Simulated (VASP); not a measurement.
Data:

```
CELL_PARAMETERS angstrom
      0.00000     2.98500     2.98500
      2.98500     0.00000     2.98500
      2.98500     2.98500     0.00000
ATOMIC_POSITIONS crystal
  Na 0.00000 0.00000 0.00000
  Br 0.50000 0.50000 0.50000
```

Calculation: G0W0 on PBE orbitals, VASP's PBE PAW potentials (set 64) (plane waves; VASP 6.6.1). Settings: PREC = Normal, 500 eV cut-off, 4×4×4 Γ-centred mesh, Gaussian smearing of 0.010 eV, potentials Na_sv_GW Br_GW.

The mesh is coarse and the basis finite, so the quasiparticle values are not converged.

NBANDS = 64, ENCUTGW = 150 eV, NOMEGA = 64. The PBE levels (eV) that the step starts from are:

| state | KS energy | filling |
|---|---|---|
| k1 (0.00, 0.00, 0.00), band 5 | -13.57 | 2 |
| k1 (0.00, 0.00, 0.00), band 6 | -0.77 | 2 |
| k1 (0.00, 0.00, 0.00), band 7 | -0.77 | 2 |
| k1 (0.00, 0.00, 0.00), band 8 | -0.77 | 2 |
| k1 (0.00, 0.00, 0.00), band 9 | 3.38 | 0 |
| k1 (0.00, 0.00, 0.00), band 10 | 9.07 | 0 |
| k1 (0.00, 0.00, 0.00), band 11 | 9.07 | 0 |
| k1 (0.00, 0.00, 0.00), band 12 | 9.07 | 0 |
| k2 (0.25, 0.00, 0.00), band 5 | -13.44 | 2 |
| k2 (0.25, 0.00, 0.00), band 6 | -1.98 | 2 |
| k2 (0.25, 0.00, 0.00), band 7 | -0.92 | 2 |
| k2 (0.25, 0.00, 0.00), band 8 | -0.92 | 2 |
| k2 (0.25, 0.00, 0.00), band 9 | 4.87 | 0 |
| k2 (0.25, 0.00, 0.00), band 10 | 8.18 | 0 |
| k2 (0.25, 0.00, 0.00), band 11 | 9.24 | 0 |
| k2 (0.25, 0.00, 0.00), band 12 | 9.24 | 0 |
| k8 (-0.25, 0.50, 0.25), band 5 | -13.23 | 2 |
| k8 (-0.25, 0.50, 0.25), band 6 | -2.07 | 2 |
| k8 (-0.25, 0.50, 0.25), band 7 | -2.07 | 2 |
| k8 (-0.25, 0.50, 0.25), band 8 | -1.61 | 2 |
| k8 (-0.25, 0.50, 0.25), band 9 | 6.76 | 0 |
| k8 (-0.25, 0.50, 0.25), band 10 | 8.04 | 0 |
| k8 (-0.25, 0.50, 0.25), band 11 | 8.04 | 0 |
| k8 (-0.25, 0.50, 0.25), band 12 | 9.00 | 0 |

Q: Give the quasiparticle energies and renormalisation factors Z.

A: 
```
state                            QP energy (eV)     Z
-------------------------------  --------------  ----
k1 (0.00, 0.00, 0.00), band 5            -14.87  0.74
k1 (0.00, 0.00, 0.00), band 6             -2.24  0.79
k1 (0.00, 0.00, 0.00), band 7             -2.24  0.79
k1 (0.00, 0.00, 0.00), band 8             -2.24  0.79
k1 (0.00, 0.00, 0.00), band 9              4.30  0.84
k1 (0.00, 0.00, 0.00), band 10            10.06  0.83
k1 (0.00, 0.00, 0.00), band 11            10.06  0.83
k1 (0.00, 0.00, 0.00), band 12            10.06  0.83
k2 (0.25, 0.00, 0.00), band 5            -14.71  0.75
k2 (0.25, 0.00, 0.00), band 6             -3.61  0.79
k2 (0.25, 0.00, 0.00), band 7             -2.41  0.79
k2 (0.25, 0.00, 0.00), band 8             -2.41  0.79
k2 (0.25, 0.00, 0.00), band 9              5.84  0.83
k2 (0.25, 0.00, 0.00), band 10             9.15  0.82
k2 (0.25, 0.00, 0.00), band 11            10.33  0.82
k2 (0.25, 0.00, 0.00), band 12            10.33  0.82
k8 (-0.25, 0.50, 0.25), band 5           -14.47  0.76
k8 (-0.25, 0.50, 0.25), band 6            -3.76  0.79
k8 (-0.25, 0.50, 0.25), band 7            -3.76  0.79
k8 (-0.25, 0.50, 0.25), band 8            -3.20  0.79
k8 (-0.25, 0.50, 0.25), band 9             8.02  0.83
k8 (-0.25, 0.50, 0.25), band 10            8.97  0.82
k8 (-0.25, 0.50, 0.25), band 11            8.97  0.82
k8 (-0.25, 0.50, 0.25), band 12           10.11  0.82
```
On the mesh the gap opens from 4.15 to 6.53 eV.

The compound is NaBr in the rock salt structure. The cell was not relaxed at this level. The k-mesh is coarse (spacing up to 0.46 per Å, 2π included), so the numbers may not be converged in it.
